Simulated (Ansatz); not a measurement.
# FeO (Wuestite) under changes of volume

One of the cells (10.067 Å³/atom); the others are scaled copies at fixed shape and fractional positions:

```
CELL_PARAMETERS angstrom
1.51882 0.87689 2.51958
-1.51882 0.87689 2.51958
0.00000 -1.75378 2.51958
ATOMIC_POSITIONS crystal
Fe 0.00000 0.00000 0.00000
O 0.50000 0.50000 0.50000
```

```yaml
Program: Ansatz 0.2.0
Functional: LDA
Potentials_or_basis: all-electron LAPW, scalar-relativistic
Cutoff: 348 eV (chosen from the basis error)
Basis_error_allowed: 0.001 eV/atom
k_mesh: 11 × 11 × 11
Occupations: fermi-dirac, width 0.05 eV
Spin: collinear spin, ferromagnetic start
Starting_moments: "[3.0, 0.0] μB"
```

| volume (Å³/atom) | energy over the lowest point (meV/atom) | pressure (GPa) | moment (μB per cell) |
| --- | --- | --- | --- |
| 9.463 | 0.00 | -5.9 | 3.97 |
| 9.664 | 9.52 | -9.6 | 3.99 |
| 9.866 | 23.85 | -13.2 | 4.00 |
| 10.067 | 42.57 | -16.4 | 4.00 |
| 10.268 | ? | ? | ? |
| 10.470 | 91.15 | -21.9 | 4.00 |
| 10.671 | 120.17 | -24.1 | 4.00 |

**Question.** What does the run at 10.268 Å³/atom give?

**Answer.** Energy over the lowest point 65.16 meV/atom; pressure -19.3 GPa; moment 4.00 μB per cell.

Worked out: A Birch-Murnaghan fit of order 3 (a polynomial in V^(-2/3)) to the other rows has its minimum at 9.23 Å³/atom, just outside them, with B0 = V·E''(V) = 227 GPa and B' = 4.3 at fixed shape and positions, which overstates the stiffness. It gives 65.06 meV/atom at 10.268 Å³/atom, against the run's 65.16, and -dE/dV = -19.4 GPa, against -19.3. A parabola through the other rows of the moment, of slope 0.000919 μB per Å³/atom there, gives 4.00 μB, against the run's 4.00.

Energies are extrapolated to zero smearing.

Caveats: a cell with one magnetic atom can't hold antiferromagnetic order, which such compounds often take.
